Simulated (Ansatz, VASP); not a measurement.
Two plane-wave programs on AlN

```
Al N
1.0
     2.18399   -2.18399    0.00000
     2.18399    0.00000   -2.18399
    12.74011    6.73391    6.73391
Al N
6 6
Direct
  0.60940 0.60940 0.06247
  0.17882 0.17882 0.89580
  0.12329 0.12329 0.22913
  0.15105 0.15105 0.56247
  0.63717 0.63717 0.39580
  0.66494 0.66494 0.72913
  0.26564 0.26564 0.43747
  0.75176 0.75176 0.27080
  0.77952 0.77952 0.60413
  0.80729 0.80729 0.93747
  0.29341 0.29341 0.77080
  0.23787 0.23787 0.10413
```

Alike in both runs: task single point; functional PBE; k mesh 8 × 8 × 2; occupations gaussian, width 0.05 eV; no spin polarisation.

|  | VASP | Ansatz |
| --- | --- | --- |
| version | VASP 6.6.1 | Ansatz 0.2.0 |
| potentials or method | VASP PAW PBE potentials, release 64 (Al, N) | scalar-relativistic, plane waves, PAW |
| plane-wave cutoff (eV) | 520 | 420 |
| valence electrons in the cell | 48 | 48 |

```csv
,VASP,Ansatz,Ansatz less VASP
gap on the k mesh at the Fermi level (eV),3.15,3.16,+0.009
least direct gap on the mesh (eV),3.57,3.58,+0.007
pressure (GPa),4.2,4.5,+0.29
largest component of the traceless stress (GPa),1.91,1.89,-0.020
rms of the force components (eV/Å),0.180,0.179,-0.0004
```

Atom by atom the forces differ by 0.001 eV/Å (rms over components).

A k mesh can miss the band edges.
